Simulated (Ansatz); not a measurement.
**ZnS, before and after**

The cell of ZnS is invented: 4-connected net, two elements alternating (I-43m, No. 217). Lengths were set from tabulated atomic sizes, so they are only a guess.

start.cif

```cif
data_structure
_symmetry_space_group_name_H-M 'I-43m'
_symmetry_Int_Tables_number 217
_cell_length_a 6.9543
_cell_length_b 6.9543
_cell_length_c 6.9543
_cell_angle_alpha 90.000
_cell_angle_beta 90.000
_cell_angle_gamma 90.000
_cell_volume 336.33
loop_
_atom_site_label
_atom_site_type_symbol
_atom_site_symmetry_multiplicity
_atom_site_Wyckoff_symbol
_atom_site_fract_x
_atom_site_fract_y
_atom_site_fract_z
_atom_site_occupancy
Zn1 Zn 8 c 0.15860 0.15860 0.15860 1
S1 S 8 c 0.34140 0.34140 0.34140 1
```

Method: DFT PBE, scalar-relativistic, plane waves, PAW (Ansatz). Cutoff 420 eV, Gaussian smearing, Γ-centred meshes. Cell and atoms relax first on a coarse mesh and then on a converged one. In between, the cell is made exact in the group found at 0.06 Å. The steps can't lower the symmetry of their start. No spin polarisation.

end.cif

```cif
data_structure
_symmetry_space_group_name_H-M 'I-43m'
_symmetry_Int_Tables_number 217
_cell_length_a 7.4308
_cell_length_b 7.4308
_cell_length_c 7.4308
_cell_angle_alpha 90.000
_cell_angle_beta 90.000
_cell_angle_gamma 90.000
_cell_volume 410.30
loop_
_atom_site_label
_atom_site_type_symbol
_atom_site_symmetry_multiplicity
_atom_site_Wyckoff_symbol
_atom_site_fract_x
_atom_site_fract_y
_atom_site_fract_z
_atom_site_occupancy
Zn1 Zn 8 c 0.15722 0.15722 0.15722 1
S1 S 8 c 0.33360 0.33360 0.33360 1
```

The symmetry stays I-43m (No. 217). The volume per atom grows by 22.0 %, from 21.0 to 25.6 Å³. The shortest distance goes from 2.20 Å (Zn–S) to 2.27 Å (Zn–S). The energy falls by about 0.29 eV/atom (the start's value is from the coarse mesh).

```
Volume per atom                          : 25.64 Å³
Density                                  : 3.15 g/cm³
Formation energy                         : −0.675 eV/atom
Gap on the 6×6×6 mesh of the 8-atom cell : 2.32 eV
```

The zero of energy is the elements' standard structures at the same level; no fitted shifts are applied. Whether it is stable depends on the other phases of the system, which aren't compared here.

The last run used Gaussian smearing of 0.02 eV. Kohn–Sham gaps at this level usually fall short of measured ones. The reference form of S is held partly by dispersion forces, which this level lacks. Symmetry constrained the relaxation, so the result can be a saddle point. In all, the 3 runs took 81 s on 1 thread of Arm Neoverse V2, on a shared host.
